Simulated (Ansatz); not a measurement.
Here is an Ansatz 0.2.0 calculation.

The input input.yaml:

```yaml
crystal:
  lattice:
    - [3.8799, 0.0, 0.0]
    - [-1.93995, 3.3600919641, 0.0]
    - [0.0, 0.0, 6.3859]
  atoms:
    - { symbol: Yb, position: [0.6666666667, 0.3333333333, 0.75], spin: 1.0, spin_axis: [0.707107, 0.707107, 0.0] }
    - { symbol: Yb, position: [0.3333333333, 0.6666666667, 0.25], spin: 1.0, spin_axis: [0.707107, 0.707107, 0.0] }
kpoints:
  mp_grid: { grid: [6, 6, 3] }
scf:
  occupations: { method: fermi_dirac, width: 0.05 }
hamiltonian:
  xc: pbe
  pseudopotentials: { kind: all_electron, lapw: { basis_error: 0.001 } }
magnetization:
  noncollinear: true
  spin_orbit: true
output:
  forces: true
  stress: true
relax:
  f_tol: 0.01
  max_steps: 60
  cell: {}
```

Potentials or basis: all-electron LAPW, relativistic spinors.

Launch:

```bash
$ ansatz run input.yaml --threads 2 --pin off --max-ram 6144MiB --backend cpu --events-out ev --progress --plain --runs-dir out
```

Problem. Estimate the relaxed cell.

Solution. a = 3.630 Å, b = 3.630 Å, c = 5.910 Å, α = 90.00°, β = 90.00°, γ = 120.00°.

Problem. Predict the net moment.

Solution. 0.00 μB per cell.

Final structure:
```
Yb
1.0
     3.62989    0.00000    0.00000
    -1.81495    3.14358    0.00000
     0.00000    0.00000    5.91047
Yb
2
Direct
  0.66667 0.33333 0.75000
  0.33333 0.66667 0.25000
```

Caveat: the magnetic state may not be the lowest; an open f shell can end in a state above the lowest; the starting moments weren't kept. The state reached can hang on the start; a lower one may exist.
